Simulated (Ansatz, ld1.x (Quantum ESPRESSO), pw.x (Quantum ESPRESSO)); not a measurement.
osmium: one change to the RRKJ potential, in the atom and in the diamond crystal

ld1.x (Quantum ESPRESSO) 7.5 input, shortened:

```
&input
   title='Os', zed=76., rel=1, dft='PBE', iswitch=3,
   config='[Xe] 4f14 5d6 6s1 6p0'
 /
 &inputp
   pseudotype=2, tm=.false., rho0=0.001, lloc=0,
   nlcc=.false.
 /
3
6P  2  1   0.00   0.00  2.30  2.30  0.0
5D  3  2   6.00   0.00  2.20  2.20  0.0
6S  1  0   1.00   0.00  2.25  2.25  0.0
 &test
   configts(1)='5d6 6s1 6p0'
 /
```

Change: core correction a·sin(br)/r model core inside 2.14 bohr.

Cutoffs, loose and tight: the cutoffs (Ry, on a coarse ladder) from which the occupation-weighted sum of valence levels, in a spherical-Bessel basis at the reference potential, stays within 10 and 1 mRy of its value at 400 Ry. They do not see the model core or the augmentation charge, which bear on the density cutoff. Test errors are all-electron minus pseudo excitation energies from the reference, over the configurations 5d6 6s2 6p0; 5d6 6s0 6p0; 5d5 6s0 6p0; 5d5 6s2 6p1; 5d7 6s0 6p0; 5d6 6s1 6p1; 5d7 6s1 6p0; variants that change the core or the reference have their own tests.

Crystal test: diamond Os in pw.x 7.5, no spin, 8³ k-points, Fermi–Dirac smearing 0.01 Ry, cutoffs set for each file from its atomic test. The reference is all-electron LAPW (Ansatz 0.2.0) with the same functional, mesh and smearing; V0 and B0 come from Birch–Murnaghan fits to the pressures at five volumes. Errors are pseudo minus all-electron; Δ is the rms difference of the E(V) curves that follow from these fits, minima aligned, over ±6 % about the mean V0. Mesh and smearing are coarse, so the numbers serve the comparison and aren't converged zero-temperature values; the lattice is a test structure that the element need not adopt.

All-electron: a0 = 5.558 Å (V0 = 21.46 Å³/atom), B0 = 203.7 GPa.

**Question.** Does the change bring the crystal closer to the all-electron result?

**Answer.** The mean pressure error goes from +5.66 to +7.48 GPa, so the change moves the solid further from the all-electron pressures.

```tsv
quantity	base	changed
outcome (atom)	generated	generated
cutoff, loose (atom)	30 Ry	30 Ry
cutoff, tight (atom)	35 Ry	35 Ry
bound ghosts (atom)	none	none
largest test error (meV) (atom)	-49	-133
cutoffs in pw.x (Ry)	45/180	50/200
a0 (Å)	5.607	5.623
a0 error (%)	+0.88	+1.17
B0 error (%)	-2.6	-4.3
Δ (meV/atom)	25.2	33.1
mean pressure error (GPa)	+5.66	+7.48
```

Base: This is a poor potential for the solid. Changed file: This is a poor potential for the solid. The atomic cutoffs weigh occupied waves only.
